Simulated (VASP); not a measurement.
**Li2O: relaxation of cell and atoms with PBE+D3(BJ)**

The system is Li2O.

```
Li O
1.0
     0.00000    2.31303    2.31303
     2.31303    0.00000    2.31303
     2.31303    2.31303    0.00000
Li O
2 1
Direct
  0.25000 0.25000 0.25000
  0.75000 0.75000 0.75000
  0.00000 0.00000 0.00000
```

| Item | Value |
| --- | --- |
| Program | VASP 6.6.1 |
| Task | relaxation of cell and atoms |
| Functional | PBE |
| Dispersion | D3(BJ) |
| Potentials or basis | VASP PAW PBE potentials, release 64 (Li_sv, O) |
| Cutoff | 600 eV |
| k mesh | 8 × 8 × 8 |
| Occupations | gaussian, width 0.02 eV |
| Spin | no spin polarisation |
| Dipole correction | no |
| Further INCAR settings | ALGO = Normal; EDIFF = 1e-06; IBRION = 2; EDIFFG = -0.005; NSW = 70; ISIF = 3 |

The relaxed volume is 7.69 Å³/atom. The relaxed cell is a = 3.195 Å, b = 3.195 Å, c = 3.195 Å, α = 60.00°, β = 60.00°, γ = 60.00°, the space group after relaxing (to 0.05 Å) is Fm-3m (No. 225) and the energy gained by relaxing is 10.4 meV/atom. The ionic steps are 4 and the pressure after relaxing is 0.0 GPa. The band gap on the k mesh is 5.10 eV, indirect (least direct gap 5.78 eV) and the dispersion energy per atom is -0.283 eV.

Step by step:
| step | energy change (eV) | largest force (eV/Å) | pressure (GPa) | volume (Å³) |
| --- | --- | --- | --- | --- |
| 1 | 0.0000 | 0.0000 | -5.58 | 24.75 |
| 2 | -0.0258 | 0.0000 | -2.45 | 23.74 |
| 3 | -0.0310 | 0.0000 | -0.21 | 23.12 |
| 4 | -0.0311 | 0.0000 | 0.00 | 23.06 |

Final structure:
```
CELL_PARAMETERS angstrom
0.00000 2.25927 2.25927
2.25927 0.00000 2.25927
2.25927 2.25927 0.00000
ATOMIC_POSITIONS crystal
Li 0.25000 0.25000 0.25000
Li 0.75000 0.75000 0.75000
O 0.00000 0.00000 0.00000
```

Levels at points of the mesh, in eV from the valence-band top:
```
           k point  band 2  band 3  band 4  band 5  band 6  band 7  band 8  band 9  band 10
(0.00, 0.00, 0.00)  -42.47  -15.56    0.00    0.00    0.00    5.78   12.32   12.32    12.32
(0.50, 0.00, 0.00)  -42.65  -15.33   -2.93   -0.48   -0.48    9.65   10.50   12.43    12.43
(0.50, 0.50, 0.00)  -42.58  -15.28   -1.65   -1.50   -1.50    5.10   14.18   14.18    15.62
```

Run time: 18 s on 1 thread of Intel(R) Xeon(R) Platinum 8488C (Sapphire Rapids), with other jobs on the host, peak memory 0.16 GiB.

Caveat: the cutoff is under 1.25 times the usual one of these potentials, so pressure, stress and relaxed cells hold a basis-set (Pulay) error. A k mesh can miss the band edges.
